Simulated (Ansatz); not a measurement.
# Ga (P2_1/m) in Ansatz: a series of runs

One crystal, Ga, is run at these levels: LDA; tasks: single point, equation of state.

All numbers are computed with Ansatz 0.2.0; they aren't measurements. Logs are shortened: lines on timing, memory, paths and dates and some standing lists are left out, and cuts for length are marked.

## Step 1: The crystal as given

The structure is monoclinic, space group P2_1/m (No. 11). Conventional cell: a = 2.778 Å, b = 3.282 Å, c = 4.210 Å, α = 90.00°, β = 108.61°, γ = 90.00°. Ga (site symmetry m) is surrounded by 8 Ga at 2.71 to 2.84 Å.

This isn't the form of Ga at room conditions, which is orthorhombic.

## Step 2: Single point, LDA, 17.10 Å³/atom (volume scaled by 0.94)

The input, input.yaml:

```yaml
crystal:
  lattice:
    - [2.7217036785, 0.0, 0.0]
    - [0.0, 3.2146183849, 0.0]
    - [-1.3160064422, 0.0, 3.9088161735]
  atoms:
    - { symbol: Ga, position: [0.13459627, 0.75, 0.77016683] }
    - { symbol: Ga, position: [0.86540373, 0.25, 0.22983317] }
hamiltonian:
  xc: lda
  pseudopotentials: { kind: paw }
kpoints:
  mp_grid: { grid: [10, 8, 7] }
scf:
  occupations: { method: fermi_dirac, width: 0.05 }
output:
  forces: true
  stress: true
  eigenvalues: true
```

Potentials or basis: Ansatz PAW.

Run with:

```
$ ansatz run input.yaml --threads 2 --pin off --max-ram 5632MiB --backend cpu --events-out ev --progress --plain --runs-dir out
```

The program printed:

```text
Warning: RAYON_NUM_THREADS=2 ignored (pool sized by the plan → 2); use --threads N
Engine: ansatz 0.2.0, x86_64-unknown-linux-gnu
Pseudopotentials: kind: paw
Pseudopotential: Ga, paw, valence charge 13, recommended cutoff 420 eV (normal), Ga.paw.azcp
Functional definition: SPW92
  exchange = slater_x
  correlation = pw_c
Crystal: 2 atoms, lattice volume = 34.199 Å³
Basis set: ecut = 420 eV, 671 PW (Γ)
Bands: 17, of which v1, the nominal top of the filled ones, is band 13 counted from 1 (12 counted from 0)
Symmetry: 4 space group operations
Space group: P21/m (ITA 11), of the structure as read, at distance tolerance 3.2e-5 Å
k-points: 180 of 560
Non-local potential: Ga, projectors of the file, l = 0: 2, l = 1: 2, l = 2: 3, l = 3: 1
PAW form: soft (Blöchl's): semilocal exchange-correlation on the pseudo side does not see the compensation charge
PAW frozen core: Ga, regenerated for the run's functional, and the local potential with it (the file was generated under x = pbe(κ = 0.804, μ = 0.2195149727645171), c = pbe(β = 0.06672455060314922))
PAW one-centre angular grid: Ga, 590 points (default); XC on 64 Gauss nodes
Initial density: superposition of atomic densities (neutral atoms: chi_scale 0, normalization atom), corrected by the library's trained network
Initial wavefunctions: pseudopotential atomic-orbital guess
Functional: x = slater, c = lda
SCF iter   1: F=—  HF=-7413.923642 eV  |F-HF|=—  |Δ(HF+E_count)|=         —  Δρ=6.74e-3  dr2=5.61e-3  ethr=1.77e-3  ⟨swp⟩=5.4  Hψ=14273  notcnv=0
preconditioner: auto → Kerker (q_TF=auto, 2.606 Å⁻¹)  [metal: Δε(μ)=0.071 eV  Ē_g=17.655 eV  σ=0.050 eV  W_gap=0.31  n_scr=12 (ndim 8)  ℏωp=32.4 eV  f_vac=0.000  D(μ)=0.53/eV (n_scr^D=2)]
SCF iter   2: F=—  HF=-7413.921523 eV  |F-HF|=—  |Δ(HF+E_count)|=   2.12e-3  Δρ=3.70e-3  dr2=2.08e-3  ethr=2.16e-5  ⟨swp⟩=2.3  Hψ=6432  notcnv=0
SCF iter   3: F=—  HF=-7413.921066 eV  |F-HF|=—  |Δ(HF+E_count)|=   4.57e-4  Δρ=8.35e-4  dr2=1.37e-4  ethr=8.02e-6  ⟨swp⟩=1.0  Hψ=3047  notcnv=0
SCF iter   4: F=—  HF=-7413.920990 eV  |F-HF|=—  |Δ(HF+E_count)|=   7.62e-5  Δρ=3.90e-4  dr2=3.80e-5  ethr=5.28e-7  ⟨swp⟩=2.0  Hψ=4918  notcnv=0
SCF iter   5: F=—  HF=-7413.920986 eV  |F-HF|=—  |Δ(HF+E_count)|=   4.06e-6  Δρ=3.13e-4  dr2=1.28e-5  ethr=1.46e-7  ⟨swp⟩=2.0  Hψ=5383  notcnv=0
SCF iter   6: F=—  HF=-7413.920977 eV  |F-HF|=—  |Δ(HF+E_count)|=   8.23e-6  Δρ=1.66e-4  dr2=3.67e-6  ethr=4.94e-8  ⟨swp⟩=2.0  Hψ=4839  notcnv=0
SCF iter   7: F=—  HF=-7413.920975 eV  |F-HF|=—  |Δ(HF+E_count)|=   2.09e-6  Δρ=4.91e-5  dr2=3.65e-7  ethr=1.41e-8  ⟨swp⟩=2.0  Hψ=4839  notcnv=0
SCF iter   8: F=-7413.920975 eV  HF=-7413.920975 eV  |F-HF|=9.90e-9  |Δ(HF+E_count)|=   2.64e-7  Δρ=5.11e-6  dr2=4.19e-9  ethr=3.85e-10  ⟨swp⟩=5.9  Hψ=15013  notcnv=0
SCF 1 converged in 8 iterations: F = -7413.920975 eV  dr2 = 4.19e-9
SCF converged after 8 iterations
Free energy (F): -7413.920975 eV
Harris-Foulkes:  -7413.920975 eV  (|F-HF|=9.90e-9)
Internal energy: -7413.916568 eV  (E = F + TS)
E sigma→0 (E₀):  -7413.918772 eV
Entropy (-TS):   -0.004407 eV (-2.203 meV/atom)
Fermi energy:    10.694768 eV
--- Per-component energies (eV) ---
  E_band       = -51.723002
  E_kinetic    = 233.015985
  E_local      = -3482.528620  (includes V_loc(G=0)·N_el)
  E_nonlocal   = 848.434480
  E_hartree    = 1642.907522
  E_xc         = -139.701970
  E_vxc        = -119.565312  (∫ρ·V_xc dr)
  E_paw        = -3819.262691  (= ΣΔE_a)
  E_vpaw       = -816.898972  (= ΣTr[D̂ρ^β])
  E_aug_tail   = -0.000250  (compensation charges beyond the density's cutoff)
  E_ewald      = -2700.237984
  E_core_change = 3.456960  (= ΣΔE_core)
  E_smearing   = -0.004407  (= −TS)
  E_closure    = -0.000000  (closes the sum)
  Σ components = -7413.920975   (vs F -7413.920975, Δ=0.00e0)
--- Forces (eV/Å), atoms counted from 1 ---
  atom   1  Ga    -0.01042056     0.00000000    -0.08827950
  atom   2  Ga     0.01042056     0.00000000     0.08827950
  max |Σ_I F_I| component: 1.39e-17 eV/Å
--- Stress (GPa, compression-positive) ---
        1.569668       0.000000      -0.432747
        0.000000       0.256132       0.000000
       -0.432747       0.000000       1.140321
  P = ⅓ Tr σ = 0.9887 GPa (9.887 kbar)
--- Band table (eV; the first three rows and the last of 180) ---
  k-point 0: bands = ["-4.6557", "-4.6402", "-4.5839", "-4.5663", "-4.2678", "-4.2621", "-4.2016", "-4.1899", "-4.1880", "-4.0271", "-1.2126", "8.4455", "9.3287", "12.5097", "16.5181", "20.2303", "21.4328"]
  k-point 1: bands = ["-4.6631", "-4.6134", "-4.6016", "-4.5165", "-4.2978", "-4.2750", "-4.2047", "-4.1769", "-4.1690", "-4.0610", "-1.0123", "6.2599", "11.7714", "12.7463", "16.8004", "19.4276", "20.2917"]
  k-point 2: bands = ["-4.6987", "-4.5502", "-4.5372", "-4.4662", "-4.3353", "-4.2959", "-4.2542", "-4.1589", "-4.1504", "-4.1255", "-0.4113", "4.0443", "13.4380", "14.5271", "17.8433", "18.1862", "18.6005"]
  k-point 179: bands = ["-4.6143", "-4.6143", "-4.5354", "-4.5354", "-4.2839", "-4.2839", "-4.2038", "-4.2038", "-4.0565", "-4.0565", "7.7455", "7.7455", "9.0254", "9.0254", "12.4284", "12.4284", "15.6360"]
```

Wall time 1.2 s (2 threads of AMD EPYC 9R45 (Zen 5), shared host); peak memory 0.42 GiB.

What came out:

```
Free energy            : -7413.9210 eV
Pressure               : 1.0 GPa
Largest force          : 0.089 eV/Å
Band gap on the k mesh : none (metal or under the smearing width)
```

Caveat: the PAW data sets come from PBE, with cores solved anew for the run's functional, which leaves a small shift of forces and pressure.

## Step 3: Single point, LDA, 17.46 Å³/atom (volume scaled by 0.96)

input.yaml, as its differences from that of step 2:

```diff
@@ -2,5 +2,5 @@
   lattice:
-    - [2.7217036785, 0.0, 0.0]
-    - [0.0, 3.2146183849, 0.0]
-    - [-1.3160064422, 0.0, 3.9088161735]
+    - [2.7408712373, 0.0, 0.0]
+    - [0.0, 3.2372572885, 0.0]
+    - [-1.3252743986, 0.0, 3.9363439549]
   atoms:
```

Potentials or basis: Ansatz PAW.

Run with:

```
$ ansatz run input.yaml --threads 2 --pin off --max-ram 5632MiB --backend cpu --events-out ev --progress --plain --runs-dir out
```

Wall time 1.2 s (2 threads of AMD EPYC 9R45 (Zen 5), shared host); peak memory 0.43 GiB.

It converged, with:

```yaml
Free_energy: -7413.9222 eV
Pressure: -0.4 GPa
Largest_force: 0.081 eV/Å
Band_gap_on_the_k_mesh: none (metal or under the smearing width)
```

Caveat: the PAW data sets come from PBE, with cores solved anew for the run's functional, which leaves a small shift of forces and pressure.

## Step 4: Single point, LDA, 17.83 Å³/atom (volume scaled by 0.98)

input.yaml, as its differences from that of step 3:

```diff
@@ -2,5 +2,5 @@
   lattice:
-    - [2.7408712373, 0.0, 0.0]
-    - [0.0, 3.2372572885, 0.0]
-    - [-1.3252743986, 0.0, 3.9363439549]
+    - [2.7597743949, 0.0, 0.0]
+    - [0.0, 3.2595839063, 0.0]
+    - [-1.3344145108, 0.0, 3.9634920125]
   atoms:
@@ -19 +19,5 @@
   eigenvalues: true
+  write_density: true
+  write_potential: true
+  elf: true
+  volumetric_format: npy
```

Run with:

```
$ ansatz run input.yaml --threads 2 --pin off --max-ram 5632MiB --backend cpu --events-out ev --progress --plain --runs-dir out
```

Run time: 1.6 s. Hardware: 2 threads of AMD EPYC 9R45 (Zen 5), shared host; peak memory 0.41 GiB.

The run converged. Its results:

```yaml
Free_energy: -7413.9173 eV
Pressure: -1.7 GPa
Largest_force: 0.073 eV/Å
Band_gap_on_the_k_mesh: none (metal or under the smearing width)
```

Caveat: the PAW data sets come from PBE, with cores solved anew for the run's functional, which leaves a small shift of forces and pressure.

## Step 5: Single point, LDA, 18.19 Å³/atom

input.yaml, as its differences from that of step 4:

```diff
@@ -2,5 +2,5 @@
   lattice:
-    - [2.7597743949, 0.0, 0.0]
-    - [0.0, 3.2595839063, 0.0]
-    - [-1.3344145108, 0.0, 3.9634920125]
+    - [2.7784220849, 0.0, 0.0]
+    - [0.0, 3.28160879, 0.0]
+    - [-1.3434310986, 0.0, 3.9902731763]
   atoms:
```

Run with:

```
$ ansatz run input.yaml --threads 2 --pin off --max-ram 5632MiB --backend cpu --events-out ev --progress --plain --runs-dir out
```

Wall time 1.6 s (2 threads of AMD EPYC 9R45 (Zen 5), shared host); peak memory 0.43 GiB.

It converged, with:

```
Free energy            : -7413.9071 eV
Pressure               : -2.8 GPa
Largest force          : 0.065 eV/Å
Band gap on the k mesh : none (metal or under the smearing width)
```

Caveat: the PAW data sets come from PBE, with cores solved anew for the run's functional, which leaves a small shift of forces and pressure.

## Step 6: Single point, LDA, 18.55 Å³/atom (volume scaled by 1.02)

input.yaml, as its differences from that of step 5:

```diff
@@ -2,5 +2,5 @@
   lattice:
-    - [2.7784220849, 0.0, 0.0]
-    - [0.0, 3.28160879, 0.0]
-    - [-1.3434310986, 0.0, 3.9902731763]
+    - [2.7968227674, 0.0, 0.0]
+    - [0.0, 3.3033419319, 0.0]
+    - [-1.3523282526, 0.0, 4.0166995966]
   atoms:
```

Potentials or basis: Ansatz PAW.

Run with:

```
$ ansatz run input.yaml --threads 2 --pin off --max-ram 5632MiB --backend cpu --events-out ev --progress --plain --runs-dir out
```

It took 1.7 s on 2 threads of AMD EPYC 9R45 (Zen 5), shared host; peak memory 0.44 GiB.

The run converged. Its results:

```yaml
Free_energy: -7413.8921 eV
Pressure: -3.8 GPa
Largest_force: 0.057 eV/Å
Band_gap_on_the_k_mesh: none (metal or under the smearing width)
```

Caveat: the PAW data sets come from PBE, with cores solved anew for the run's functional, which leaves a small shift of forces and pressure.

## Step 7: Single point, LDA, 18.92 Å³/atom (volume scaled by 1.04)

input.yaml, as its differences from that of step 6:

```diff
@@ -2,5 +2,5 @@
   lattice:
-    - [2.7968227674, 0.0, 0.0]
-    - [0.0, 3.3033419319, 0.0]
-    - [-1.3523282526, 0.0, 4.0166995966]
+    - [2.8149844631, 0.0, 0.0]
+    - [0.0, 3.3247928052, 0.0]
+    - [-1.3611098509, 0.0, 4.0427827924]
   atoms:
```

Run with:

```
$ ansatz run input.yaml --threads 2 --pin off --max-ram 5632MiB --backend cpu --events-out ev --progress --plain --runs-dir out
```

Run time: 1.6 s. Hardware: 2 threads of AMD EPYC 9R45 (Zen 5), shared host; peak memory 0.43 GiB.

It converged, with:

```
Free energy            : -7413.8729 eV
Pressure               : -4.7 GPa
Largest force          : 0.049 eV/Å
Band gap on the k mesh : none (metal or under the smearing width)
```

Caveat: the PAW data sets come from PBE, with cores solved anew for the run's functional, which leaves a small shift of forces and pressure.

## Step 8: Single point, LDA, 19.28 Å³/atom (volume scaled by 1.06)

input.yaml, as its differences from that of step 7:

```diff
@@ -2,5 +2,5 @@
   lattice:
-    - [2.8149844631, 0.0, 0.0]
-    - [0.0, 3.3247928052, 0.0]
-    - [-1.3611098509, 0.0, 4.0427827924]
+    - [2.8329147839, 0.0, 0.0]
+    - [0.0, 3.3459704005, 0.0]
+    - [-1.3697795742, 0.0, 4.0685336955]
   atoms:
@@ -19,5 +19 @@
   eigenvalues: true
-  write_density: true
-  write_potential: true
-  elf: true
-  volumetric_format: npy
```

Run with:

```
$ ansatz run input.yaml --threads 2 --pin off --max-ram 5632MiB --backend cpu --events-out ev --progress --plain --runs-dir out
```

It took 1.2 s on 2 threads of AMD EPYC 9R45 (Zen 5), shared host; peak memory 0.41 GiB.

It converged, with:

```yaml
Free_energy: -7413.8499 eV
Pressure: -5.5 GPa
Largest_force: 0.043 eV/Å
Band_gap_on_the_k_mesh: none (metal or under the smearing width)
```

Caveat: the PAW data sets come from PBE, with cores solved anew for the run's functional, which leaves a small shift of forces and pressure.

## Step 9: Equation of state, LDA

Potentials or basis: Ansatz PAW.

This step only gathers the single runs of the series.

Results:

* Equilibrium volume: 17.35 Å³/atom
* Bulk modulus at fixed shape and positions: 65 GPa
* Pressure derivative of the bulk modulus: 4.5

Energy against volume, from the lowest point:
```tsv
volume (Å³/atom)	energy (meV/atom)
17.100	0.59
17.463	0.00
17.827	2.45
18.191	7.55
18.555	15.01
18.919	24.62
19.283	36.13
```

Caveat: the cell was scaled at fixed shape and fractional positions, which overstates the stiffness of a crystal with free parameters, most of all of layers and chains.
